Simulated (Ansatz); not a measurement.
The system is CdTe.

```
Te Cd
1.0
     0.00000    3.20500    3.20500
     3.20500    0.00000    3.20500
     3.20500    3.20500    0.00000
Te Cd
1 1
Direct
  0.75000 0.75000 0.75000
  0.00000 0.00000 0.00000
```

| Property | Result |
| --- | --- |
| Program | Ansatz 0.2.0 |
| Task | relaxation of cell and atoms |
| Functional | RPBE |
| Potentials or basis | Ansatz PAW |
| Cutoff | 420 eV (not typed: the program's choice for these potentials) |
| k mesh | 7 × 7 × 7 |
| Occupations | fermi-dirac, width 0.05 eV |
| Spin | no spin polarisation |

At the start: volume 32.92 Å³/atom.

Question: How do energy, volume and symmetry change on relaxing?

Answer: It ends after 3 steps and the volume is 37.98 Å³/atom (+15.3 %); space group F-43m (No. 216, to 0.05 Å).

Step by step:
```
step  energy change (eV)  largest force (eV/Å)  volume (Å³)
   1              0.0000                0.0000        65.84
   2             -0.1614                0.0000        75.95
   3             -0.1631                0.0000        75.95
```

Final structure:
```yaml
crystal:
  lattice:
    - [0.00000, 3.36124, 3.36124]
    - [3.36124, 0.00000, 3.36124]
    - [3.36124, 3.36124, 0.00000]
  atoms:
    - { symbol: Te, position: [0.75000, 0.75000, 0.75000] }
    - { symbol: Cd, position: [0.00000, 0.00000, 0.00000] }
```

Caveat: the volume moved by over 15 % at a fixed basis, so the end points are rough; the plane-wave basis is chosen anew once the cell has moved, so the energies of steps on either side of that aren't comparable; the volume moved by +15 % from the deposited cell, more than functionals usually miss; the PAW data sets come from PBE, with cores solved anew for the run's functional, which leaves a small shift of forces and pressure.
